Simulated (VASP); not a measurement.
Set up this calculation in VASP 6.6.1, as the native input.

```yaml
Task: relaxation of cell and atoms
Functional: PBE
Potentials_or_basis: VASP PAW PBE potentials, release 64 (Sn_d)
Cutoff: 600 eV
k_mesh: 6 × 6 × 4
Occupations: gaussian, width 0.05 eV
Spin: no spin polarisation
Dipole_correction: no
Further_INCAR_settings: ALGO = Normal; EDIFF = 1e-07; IBRION = 2; EDIFFG = -0.03; NSW = 80; ISIF = 3
```

The structure of Sn lies in POSCAR:

```
Sn
1.0
    3.3693956289      0.0000000000      0.0000000000
   -1.6846978144      2.9179822100      0.0000000000
    0.0000000000      0.0000000000      5.5033461938
Sn
2
Direct
    0.3333333333      0.6666666667      0.7500000000
    0.6666666667      0.3333333333      0.2500000000
```

The cell was built by a generator and needn't be a form met in nature.

The input as run:

INCAR

```
SYSTEM = Sn
ALGO = Normal
EDIFF = 1E-7
EDIFFG = -0.03
ENCUT = 600
GGA = PE
IBRION = 2
ISIF = 3
ISMEAR = 0
LASPH = .TRUE.
LCHARG = .FALSE.
LREAL = .FALSE.
LWAVE = .FALSE.
NELM = 100
NSW = 80
PREC = Accurate
SIGMA = 0.05
```

KPOINTS

```
k-points
0
G
  6 6 4
  0 0 0
```

Potentials or basis: VASP PAW PBE potentials, release 64 (Sn_d).

Command:

```sh
$ cat potpaw_PBE.64/Sn_d/POTCAR > POTCAR
$ mpirun -np 1 vasp_std > vasp.out
```

Results of the run:

* Relaxed volume: 27.49 Å³/atom
* Relaxed cell: a = 3.384 Å, b = 3.384 Å, c = 5.544 Å, α = 90.00°, β = 90.00°, γ = 120.00°
* Space group after relaxing (to 0.05 Å): P6_3/mmc (No. 194)
* Energy gained by relaxing: 0.9 meV/atom
* Ionic steps: 2
* Pressure after relaxing: -0.1 GPa
* Band gap on the k mesh: none (metal or under the smearing width)

Wall time 45 s on 1 thread of Intel(R) Xeon(R) Platinum 8488C (Sapphire Rapids), with other jobs on the host, peak memory 0.19 GiB.
